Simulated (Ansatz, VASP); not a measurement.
# C in VASP and in Ansatz

```xyz
6
Lattice="4.5069 0.0000 0.0000 -2.2535 3.9031 0.0000 0.0000 0.0000 2.5710" Properties=species:S:1:pos:R:3 pbc="T T T"
C     2.9856    1.7237    0.6427
C     0.0000    3.4475    1.9282
C     0.7321    2.1794    1.9282
C    -0.7321    2.1794    1.9282
C     1.5213    1.7237    0.6427
C     2.2535    0.4557    0.6427
```

Alike in both runs: task single point; functional PBE; k mesh 6 × 6 × 6; occupations gaussian, width 0.1 eV; no spin polarisation.

```csv
,VASP,Ansatz
version,VASP 6.6.1,Ansatz 0.2.0
potentials or method,"VASP PAW PBE potentials, release 64 (C)","scalar-relativistic, plane waves, PAW"
plane-wave cutoff (eV),520,420
valence electrons in the cell,24,24
```

```tsv
	VASP	Ansatz	Ansatz less VASP
gap on the k mesh at the Fermi level (eV)	2.16	2.18	+0.017
least direct gap on the mesh (eV)	2.45	2.46	+0.018
pressure (GPa)	-2.7	-3.3	-0.57
largest component of the traceless stress (GPa)	15.82	15.26	-0.556
rms of the force components (eV/Å)	2.614	2.561	-0.0531
```

Atom by atom the forces differ by 0.053 eV/Å (rms over components). With one functional, cell and mesh, what is left measures potentials, basis and numerics.

Caveats: forces of over 1 eV/Å show positions far from the minimum, so gaps and moduli don't describe the material at rest. A k mesh can miss the band edges. As with any semilocal functional, this PBE gap is likely too small.
